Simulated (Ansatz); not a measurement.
Crystal: Ga.

```
CELL_PARAMETERS angstrom
-1.38440 1.38440 2.31122
1.38440 -1.38440 2.31122
1.38440 1.38440 -2.31122
ATOMIC_POSITIONS crystal
Ga 0.00000 0.00000 0.00000
```

This isn't the form of Ga at room conditions, which is orthorhombic.

```yaml
Program: Ansatz 0.2.0
Task: relaxation of cell and atoms
Functional: RPBE
Dispersion: D4
Potentials_or_basis: Ansatz PAW
Cutoff: "420 eV (not typed: the program's choice for these potentials)"
k_mesh: 13 × 13 × 13
Occupations: fermi-dirac, width 0.05 eV
Spin: no spin polarisation
```

At the start: volume 17.72 Å³/atom.

Q: Where does the relaxation end?

A: It ends after 7 steps and the volume is 16.94 Å³/atom (-4.4 %); space group I4/mmm (No. 139, to 0.05 Å).

Step by step:
| step | energy change (eV) | largest force (eV/Å) | volume (Å³) |
| --- | --- | --- | --- |
| 1 | 0.0000 | 0.0000 | 17.72 |
| 2 | -0.0067 | 0.0000 | 16.89 |
| 3 | -0.0072 | 0.0000 | 16.92 |
| 4 | -0.0073 | 0.0000 | 16.97 |
| 5 | -0.0075 | 0.0000 | 16.95 |
| 6 | -0.0075 | 0.0000 | 16.94 |
| 7 | -0.0071 | 0.0000 | 16.94 |

Final structure:
```cif
data_structure
_symmetry_space_group_name_H-M 'P 1'
_symmetry_Int_Tables_number 1
_cell_length_a 2.9615
_cell_length_b 2.9615
_cell_length_c 2.9615
_cell_angle_alpha 124.520
_cell_angle_beta 124.520
_cell_angle_gamma 82.335
_cell_volume 16.94
loop_
_atom_site_label
_atom_site_type_symbol
_atom_site_fract_x
_atom_site_fract_y
_atom_site_fract_z
_atom_site_occupancy
Ga1 Ga 0.00000 0.00000 0.00000 1
```

Caveat: the plane-wave basis is chosen anew once the cell has moved, so the energies of steps on either side of that aren't comparable; pairwise dispersion overbinds metals, which lowers pressure and volume; the PAW data sets come from PBE, with cores solved anew for the run's functional, which leaves a small shift of forces and pressure.
